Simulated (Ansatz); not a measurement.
# LiF: energy against volume and a worked fit

The structure is cubic, space group Fm-3m (No. 225). The conventional cell has a = 4.028 Å, b = 4.028 Å, c = 4.028 Å, α = 90.00°, β = 90.00°, γ = 90.00°. F (site symmetry m-3m) has 6 Li at 2.01 Å as nearest neighbours. Li (site symmetry m-3m) is surrounded by 6 F at 2.01 Å.

The cell was scaled at fixed shape and fractions and run with Ansatz, Ansatz PAW, cutoff 420 eV; PBE0, k mesh 8 × 8 × 8 on the cell of 2 atoms, fermi-dirac occupations of 0.05 eV, no spin polarisation, no spin-orbit coupling. The potentials were made for PBE. Energies are those that the program minimises, any entropy of the smearing included.

```tsv
V (Å³/atom)	energy over the lowest row (meV/atom)
7.6790	4.325
7.8424	1.306
8.0058	0.000
8.1692	0.367
8.3326	?
8.4959	5.071
8.6593	9.223
```

Q: Fit the third-order Birch-Murnaghan form, give V0, B0 and B′, and predict the energy left open.

A: With y = (V0/V)^(2/3), E = E0 + (9 V0 B0/16) [(y - 1)³ B′ + (y - 1)² (6 - 4y)]. Least squares through the rows shown give V0 = 8.0525 Å³/atom, E0 = -0.036 meV, B0 = 74.02 GPa (1 eV/Å³ = 160.218 GPa) and B′ = 4.46, with a largest miss of 0.027 meV. At V = 8.3326 the form with these constants gives 2.079 meV; the run gave 2.063 meV an atom.
